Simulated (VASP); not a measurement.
# Ir (Pm-3m) in VASP: notebook

Runs on Ir. Level: PBE. Tasks: single point.

Program: VASP 6.6.1. These are calculated values, not measurements. Logs are shortened: lines on timing, memory, paths and dates and some standing lists are left out, and cuts for length are marked.

## (1) Starting point

Symmetry: Pm-3m, No. 221, cubic system. The conventional cell has a = 2.571 Å, b = 2.571 Å, c = 2.571 Å, α = 90.00°, β = 90.00°, γ = 90.00°. Ir (site symmetry m-3m) is surrounded by 6 Ir at 2.57 Å.

This isn't the form of Ir at room conditions, which is fcc.

## (2) Single point, PBE

File INCAR:

```
SYSTEM = Ir
PREC = Accurate
ENCUT = 520
EDIFF = 1E-7
ISMEAR = -1
SIGMA = 0.08
LREAL = .FALSE.
LASPH = .TRUE.
NELM = 100
ALGO = Normal
ISIF = 2
LWAVE = .FALSE.
LCHARG = .FALSE.
GGA = PE
NBANDS = 10
```

File KPOINTS:

```
regular mesh
0
G
  17 17 17
  0 0 0
```

File POSCAR:

```
Ir
1.0
    2.5709103720      0.0000000000      0.0000000000
    0.0000000000      2.5709103720      0.0000000000
    0.0000000000      0.0000000000      2.5709103720
Ir
1
Direct
    0.0000000000      0.0000000000      0.0000000000
```

Potentials or basis: VASP PAW PBE potentials, release 64 (Ir).

Run with:

```bash
cat potpaw_PBE.64/Ir/POTCAR > POTCAR
mpirun -np 1 vasp_std > vasp.out
```

OUTCAR:

```text
SYSTEM = Ir
   PREC = Accurate
   ENCUT = 520
   EDIFF = 1E-7
   ISMEAR = -1
   LREAL = .FALSE.
   LASPH = .TRUE.
   NELM = 100
   ISIF = 2
   GGA = PE

 ion  position               nearest neighbor table
   1  0.000  0.000  0.000-

  LATTYP: Found a simple cubic cell.
 ALAT       =     2.5709103720

  Lattice vectors:

 A1 = (   2.5709103720,   0.0000000000,   0.0000000000)
 A2 = (   0.0000000000,   2.5709103720,   0.0000000000)
 A3 = (   0.0000000000,   0.0000000000,   2.5709103720)

Analysis of symmetry for initial positions (statically):
=====================================================================
 Subroutine PRICEL returns:
 Original cell was already a primitive cell.

 Routine SETGRP: Setting up the symmetry group for a
 simple cubic supercell.

 Subroutine GETGRP returns: Found 48 space group operations
 (whereof 48 operations were pure point group operations)
 out of a pool of 48 trial point group operations.

The static configuration has the point symmetry O_h .

Analysis of symmetry for dynamics (positions and initial velocities):
=====================================================================
 Subroutine PRICEL returns:
 Original cell was already a primitive cell.

 Routine SETGRP: Setting up the symmetry group for a
 simple cubic supercell.

 Subroutine GETGRP returns: Found 48 space group operations
 (whereof 48 operations were pure point group operations)
 out of a pool of 48 trial point group operations.

The dynamic configuration has the point symmetry O_h .

 Subroutine INISYM returns: Found 48 space group operations
 (whereof 48 operations are pure point group operations),
 and found     1 'primitive' translations

----------------------------------------------------------------------------------------

                                     Primitive cell

  volume of cell :      16.9926

  direct lattice vectors                    reciprocal lattice vectors
     2.570910372  0.000000000  0.000000000     0.388967274  0.000000000  0.000000000
     0.000000000  2.570910372  0.000000000     0.000000000  0.388967274  0.000000000
     0.000000000  0.000000000  2.570910372     0.000000000  0.000000000  0.388967274

  length of vectors
     2.570910372  2.570910372  2.570910372     0.388967274  0.388967274  0.388967274

  position of ions in fractional coordinates (direct lattice)
     0.000000000  0.000000000  0.000000000

  ion indices of the primitive-cell ions
   primitive index   ion index
                 1           1

----------------------------------------------------------------------------------------

 KPOINTS: regular mesh

Automatic generation of k-mesh.
 Grid dimensions read from file:
 generate k-points for:   17   17   17

 Generating k-lattice:

  Cartesian coordinates                     Fractional coordinates (reciprocal lattice)
     0.022880428  0.000000000  0.000000000     0.058823529  0.000000000  0.000000000
     0.000000000  0.022880428  0.000000000     0.000000000  0.058823529  0.000000000
     0.000000000  0.000000000  0.022880428     0.000000000  0.000000000  0.058823529

  Length of vectors
     0.022880428  0.022880428  0.022880428

  Shift w.r.t. Gamma in fractional coordinates (k-lattice)
     0.000000000  0.000000000  0.000000000

 Subroutine IBZKPT returns following result:
 ===========================================

 Found    165 irreducible k-points:

 Following reciprocal coordinates:
            Coordinates               Weight
  0.000000  0.000000  0.000000      1.000000
  0.058824  0.000000  0.000000      6.000000
  0.117647  0.000000  0.000000      6.000000
  0.176471  0.000000  0.000000      6.000000
  0.235294  0.000000  0.000000      6.000000
  0.294118  0.000000  0.000000      6.000000
[... 16 lines left out ...]
  0.411765  0.117647  0.000000     24.000000
  0.470588  0.117647  0.000000     24.000000
 [... further k-points ...]
   k-points           NKPTS =    165   k-points in BZ     NKDIM =    165   number of bands    NBANDS=     10
   number of dos      NEDOS =    301   number of ions     NIONS =      1
   total plane-waves  NPLWV =   8000
   dimension x,y,z NGX =    20 NGY =   20 NGZ =   20
   dimension x,y,z NGXF=    40 NGYF=   40 NGZF=   40
   ions per type =               1
   NGX,Y,Z   is equivalent  to a cutoff of  12.93, 12.93, 12.93 a.u.
   NGXF,Y,Z  is equivalent  to a cutoff of  25.87, 25.87, 25.87 a.u.
 SYSTEM =  Ir
   PREC   = accura    normal or accurate (medium, high low for compatibility)
   ISTART =      0    job   : 0-new  1-cont  2-samecut
   ICHARG =      2    charge: 1-file 2-atom 10-const
   ISPIN  =      1    spin polarized calculation?
   LNONCOLLINEAR =      F non collinear calculations
   LSORBIT =      F    spin-orbit coupling
   LASPH  =      T    aspherical Exc in radial PAW
   ENCUT  =  520.0 eV  38.22 Ry    6.18 a.u.   4.78  4.78  4.78*2*pi/ulx,y,z
   NELM   =    100;   NELMIN=  2; NELMDL= -5     # of ELM steps
   EDIFF  = 0.1E-06   stopping-criterion for ELM
   LREAL  =      F    real-space projection
   EDIFFG = 0.1E-05   stopping-criterion for IOM
   NSW    =      0    number of steps for IOM
   IBRION =     -1    ionic relax: 0-MD 1-quasi-New 2-CG
   NFREE  =      0    steps in history (QN), initial steepest desc. (CG)
   ISIF   =      2    stress and relaxation
   ISYM   =      2    0-nonsym 1-usesym 2-fastsym
   POTIM  = 0.5000    time-step for ionic-motion
   TEBEG  =    0.0;   TEEND  =   0.0 temperature during run
   PSTRESS=    0.0 pullay stress
   NELECT =       9.0000    total number of electrons
   NUPDOWN=      -1.0000    fix difference up-down
   EMIN   =  10.00;   EMAX   =-10.00  energy-range for DOS
   EFERMI =   0.00;   METHOD = LEGACY
   ISMEAR =    -1;   SIGMA  =   0.08  broadening in eV -4-tet -1-fermi 0-gaus
   EFERMI_NEDOS =   21; number of points for ismear=-14 and -15
   IALGO  =     38    algorithm
   IMIX   =      4    mixing-type and parameters
     AMIX     =   0.40;   BMIX     =  1.00
     AMIX_MAG =   1.60;   BMIX_MAG =  1.00
  volume/ion in A,a.u.               =      16.99       114.67
  Fermi-wavevector in a.u.,A,eV,Ry     =   1.324551  2.503039 23.870547  1.754436
  Thomas-Fermi vector in A             =   2.454077
   LORBIT       =      0    0 simple, 1 ext, 2 COOP (PROOUT), +10 PAW based schemes
   GGA     = PE    functional components
   LHFCALC =     F    Hartree Fock is set to
   AEXX    =    0.0000 exact exchange contribution
   IVDW    =     0    specifies the selected vdW correction
   LEPSILON=     F    determine dielectric tensor
   LRPA    =     F    only Hartree local field effects (RPA)
 non-spin polarized calculation
  energy-cutoff  :      520.00
  volume of cell :       16.99
 maximum number of plane-waves:       467
 NGX is ok and might be reduce to    20

 number of electron       9.0000000 magnetization

 Free energy of the ion-electron system (eV)
  ---------------------------------------------------
  ext. energy  EPLUGINS =         0.00000000
  ---------------------------------------------------
  free energy    TOTEN  =        -7.87972214 eV

  energy without entropy =       -7.84937127  energy(sigma->0) =       -7.86454671

 E-fermi :   7.4168     XC(G=0): -12.7469

 val. band max:        7.4135178584   @ k =   0.3529   0.2353   0.0588
 cond. band min:       7.4216280334   @ k =   0.2941   0.2353   0.2353
 fundamental gap:      0.0081101750
 Fermi energy:         7.4168355380

 k-point     1 :       0.0000    0.0000    0.0000
  band No.  band energies     occupation
      1      -1.6594      2.00000
      2       1.4986      2.00000
      3       1.4986      2.00000
      4       8.7006      0.00000
      5       8.7006      0.00000
      6       8.7006      0.00000
      7      23.0056      0.00000
      8      23.0056      0.00000
      9      23.0056      0.00000
     10      28.9265      0.00000

 k-point     2 :       0.0588    0.0000    0.0000
  band No.  band energies     occupation
      1      -1.5520      2.00000
      2       1.5209      2.00000
      3       1.6014      2.00000
      4       8.5826      0.00000
      5       8.5826      0.00000
      6       8.7096      0.00000
      7      22.2786      0.00000
      8      23.2074      0.00000
      9      23.2074      0.00000
     10      29.4253      0.00000

 k-point     3 :       0.1176    0.0000    0.0000
  band No.  band energies     occupation
      1      -1.2487      2.00000
      2       1.5855      2.00000
      3       1.9151      2.00000
      4       8.2591      0.00005
      5       8.2591      0.00005
      6       8.7354      0.00000
      7      20.7328      0.00000
      8      23.7774      0.00000
      9      23.7774      0.00000
     10      29.5854      0.00000

 k-point     4 :       0.1765    0.0000    0.0000
  band No.  band energies     occupation
      1      -0.8016      2.00000
      2       1.6852      2.00000
      3       2.4497      2.00000
      4       7.8044      0.01563
      5       7.8044      0.01563
      6       8.7748      0.00000
      7      19.0183      0.00000
      8      24.6269      0.00000
      9      24.6269      0.00000
     10      28.1271      0.00000
[... 222 lines left out ...]
 k-point    22 :       0.3529    0.1176    0.0000
  band No.  band energies     occupation
      1       1.0998      2.00000
      2       2.4374      2.00000
      3       4.5390      2.00000
      4       6.4859      1.99998
      5       6.7165      1.99968
      6       8.5230      0.00000
      7      15.1339      0.00000
      8      24.2589      0.00000
      9      25.8504      0.00000
     10      28.7095      0.00000

 k-point    23 :       0.4118    0.1176    0.0000
  band No.  band energies     occupation
      1       1.4553      2.00000
      2       2.5647      2.00000
      3       4.5183      2.00000
      4       6.2050      2.00000
      5       7.4261      0.94234
      6       8.5624      0.00000
      7      14.0516      0.00000
      8      24.3134      0.00000
      9      26.0188      0.00000
     10      28.9034      0.00000

 k-point    24 :       0.4706    0.1176    0.0000
  band No.  band energies     occupation
      1       1.6532      2.00000
      2       2.6474      2.00000
      3       4.4021      2.00000
      4       6.0593      2.00000
      5       8.0344      0.00089
      6       8.5837      0.00000
      7      13.3851      0.00000
      8      24.1691      0.00000
      9      26.6770      0.00000
     10      27.6238      0.00000

 [... further k-points ...]

------------------------ aborting loop because EDIFF is reached ----------------------------------------

  FORCE on cell =-STRESS in cart. coord.  units (eV):
  Direction    XX          YY          ZZ          XY          YZ          ZX
  --------------------------------------------------------------------------------------
  -------------------------------------------------------------------------------------
  Total        0.0114373      0.0114373      0.0114373      0.0000000      0.0000000      0.0000000
  in kB        1.0783792      1.0783792      1.0783792      0.0000000      0.0000000      0.0000000
  external PRESSURE =       1.0783792 kB  Pullay stress =       0.0000000 kB

 VOLUME and BASIS-vectors are now :
 -----------------------------------------------------------------------------
  energy-cutoff  :      520.00
  volume of cell :       16.99
      direct lattice vectors                 reciprocal lattice vectors
     2.570910372  0.000000000  0.000000000     0.388967274  0.000000000  0.000000000
     0.000000000  2.570910372  0.000000000     0.000000000  0.388967274  0.000000000
     0.000000000  0.000000000  2.570910372     0.000000000  0.000000000  0.388967274

 POSITION                                       TOTAL-FORCE (eV/Angst)
 -----------------------------------------------------------------------------------
      0.00000      0.00000      0.00000         0.000000      0.000000      0.000000
 -----------------------------------------------------------------------------------
    total drift:                               -0.000000     -0.000000     -0.000000

  FREE ENERGIE OF THE ION-ELECTRON SYSTEM (eV)
  ---------------------------------------------------
  free  energy   TOTEN  =        -7.8797221392 eV

  energy  without entropy=       -7.8493712717  energy(sigma->0) =       -7.86454671
```

Wall time 15 s (1 thread of AMD EPYC 7R13 (Zen 3), shared host); peak memory 0.11 GiB.

Results:

```
Free energy            : -7.8797 eV
Pressure               : 0.1 GPa
Band gap on the k mesh : none (metal or under the smearing width)
```

Levels at points of the mesh, in eV from the Fermi level:
```
           k point  band 1  band 2  band 3  band 4  band 5  band 6  band 7  band 8  band 9  band 10
(0.00, 0.00, 0.00)   -9.08   -5.92   -5.92    1.28    1.28    1.28   15.59   15.59   15.59    21.51
```

The run has no spin-orbit coupling, so splittings on Ir are missing.

## (3) Single point, PBE (volume scaled by 0.7)

File INCAR:

```
SYSTEM = Ir
PREC = Accurate
ENCUT = 520
EDIFF = 1E-6
ISMEAR = -1
SIGMA = 0.08
LREAL = .False.
LASPH = .True.
NELM = 100
ALGO = Normal
ISIF = 2
LWAVE = .False.
LCHARG = .True.
GGA = PE
LELF = .True.
LVHAR = .True.
NBANDS = 10
```

File KPOINTS:

```
regular mesh
0
Gamma
  17 17 17
  0 0 0
```

File POSCAR:

```
Ir
1.0
    2.2827216074      0.0000000000      0.0000000000
    0.0000000000      2.2827216074      0.0000000000
    0.0000000000      0.0000000000      2.2827216074
Ir
1
Direct
    0.0000000000      0.0000000000      0.0000000000
```

Potentials or basis: VASP PAW PBE potentials, release 64 (Ir).

Run with:

```bash
cat potpaw_PBE.64/Ir/POTCAR > POTCAR
mpirun -np 1 vasp_std > vasp.out
```

Wall time 12 s (1 thread of AMD EPYC 7R13 (Zen 3), shared host); peak memory 0.11 GiB.

Results (log left out):

* Free energy: -5.5182 eV
* Pressure: 207.6 GPa
* Band gap on the k mesh: none (metal or under the smearing width)

Levels at points of the mesh, in eV from the Fermi level:
```tsv
k point	band 1	band 2	band 3	band 4	band 5	band 6	band 7	band 8	band 9	band 10
(0.00, 0.00, 0.00)	-12.62	-9.68	-9.68	2.39	2.39	2.39	18.05	18.05	18.05	26.04
```

Caveat: the cell as given lies far from equilibrium; so large a pressure means that the cell lies far from this level's equilibrium, or that cutoff or potentials fall short. The run has no spin-orbit coupling, so splittings on Ir are missing.
